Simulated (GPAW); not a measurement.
Runs of GPAW 26.7.0 on CdS (Greenockite). The structure is hexagonal, space group P6_3mc (No. 186). The conventional cell has a = 4.150 Å, b = 4.150 Å, c = 6.737 Å, α = 90.00°, β = 90.00°, γ = 120.00°. Around Cd (site symmetry 3m) lie 4 S at 2.53 to 2.54 Å. S (site symmetry 3m) has 4 Cd at 2.53 to 2.54 Å as nearest neighbours. 

```tsv
task	level	potentials or basis	cell	cutoff (eV)	maxiter	optimizer	fmax	max steps	target pressure	other keys	gap on the mesh (eV)	pressure (GPa)	largest force (eV/Å)
single point	PBE	GPAW PAW data sets (gpaw-data 1.2.1), pw	as given	900	50	-	-	-	-	several, not listed	1.17	(a)	(b)
relaxation of cell and atoms	revPBE+D3	the program's PAW data sets (release 1.2.1) made for this functional, pw	relaxed	600	150	FIRE	0.01 eV/Å	40	-	-	1.35	0.0	0.01
relaxation of cell and atoms	rSCAN	GPAW PAW data sets (gpaw-data 1.2.1), pw	relaxed to 20 GPa	600	150	FIRE	0.05 eV/Å	40	20 GPa	-	2.04	19.7	0.01
phonons	PBE+D4	GPAW PAW data sets (gpaw-data 1.2.1), newer versions, pw	relaxed	510	75	-	-	-	-	several, not listed	1.20	0.0	-
```

Alike in all rows: no spin polarisation; k mesh 5 × 5 × 3; smearing fermi-dirac 0.05 eV.

**Question.** Estimate the missing entries.

**Answer.** (a) 1.9; (b) 0.06.

Caveats: later steps reuse the first step's grids (some runs); the PAW data sets were made with another functional, which shifts forces and pressure a little (some runs); the cutoff is short for stress and forces, so pressures can be off by a GPa or more (some runs); the LO-TO splitting is left out (some runs); phonon bands are interpolated from a small supercell (some runs).

A k mesh can miss the band edges, and the runs leave out spin-orbit coupling on Cd.
